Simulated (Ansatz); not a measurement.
LiF

```
Li F
1.0
     0.00000    2.01400    2.01400
     2.01400    0.00000    2.01400
     2.01400    2.01400    0.00000
Li F
1 1
Direct
  0.00000 0.00000 0.00000
  0.50000 0.50000 0.50000
```

Atom numbers follow the list: Li1, F2.

Conventional cell: a = 4.028 Å, b = 4.028 Å, c = 4.028 Å, α = 90.00°, β = 90.00°, γ = 90.00°. Li (atom 1) has 6 F at 2.01 Å as nearest neighbours. F (atom 2) is surrounded by 6 Li at 2.01 Å.

The cell is COD entry 1010990, as deposited and not checked against the literature; nothing was relaxed.

Methods: DFT, PBE, all-electron LAPW, scalar-relativistic (Ansatz 0.2.0); DFT, PBE, PAW with Ansatz's default frozen-core files, scalar-relativistic (Ansatz 0.2.0).

For LAPW: a Γ-centred 10×10×10 k mesh, Fermi–Dirac smearing of 0.03 eV, basis error target 1 meV/atom, no spin polarisation. PAW takes a cutoff of 420 eV at this cell. The Ansatz runs share mesh, smearing and spin set-up. Values come from LAPW unless marked.

```json
{
 "Löwdin charges (with 0.06 e of the cell spilling out of the atomic basis, so their sizes and signs hang on that basis)": "Li1 0.78, F2 -0.72 e",
 "Volume per atom": "8.17 Å³"
}
```

Problem. Give the computed value. Bader charges (from the PAW run).

Solution. Li1 +0.90, F2 -0.90 e.

Problem. Band gap: what does the calculation give?

Solution. 9.07 eV, direct at Γ.

Problem. Give the computed value. Pressure at this cell.

Solution. 2.02 GPa.
